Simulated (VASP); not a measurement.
Input of a VASP 6.6.1 run:

Contents of INCAR:

```
ALGO = Fast ; EDIFF = 1E-6
ENCUT = 520 ; GGA = PE
ISIF = 2 ; ISMEAR = -1
LASPH = T ; LCHARG = F
LREAL = F ; LWAVE = F
NBANDS = 18 ; NELM = 100
PREC = Accurate ; SIGMA = 0.05
```

File KPOINTS:

```
k-points
0
Gamma
  16 16 16
```

The input POSCAR:

```
Si2Mo
1.0
   -1.6084159349      1.6084159349      3.9365726644
    1.6084159349     -1.6084159349      3.9365726644
    1.6084159349      1.6084159349     -3.9365726644
Si Mo
2 1
Direct
    0.3351023399      0.3351023399      0.0000000000
    0.6648976601      0.6648976601      0.0000000000
    0.0000000000      0.0000000000      0.0000000000
```

Potentials or basis: VASP PAW PBE potentials, release 64 (Si, Mo_sv).

The run is started by

```bash
$ cat potpaw_PBE.64/Si/POTCAR potpaw_PBE.64/Mo_sv/POTCAR > POTCAR
$ mpirun -np 1 vasp_std > vasp.out
```

(1) What does it give for the largest force?

(2) Predict the band gap on the k mesh.

(3) Predict the pressure.

Results:

(1) 0.004 eV/Å.

(2) none (metal or under the smearing width).

(3) 0.2 GPa.
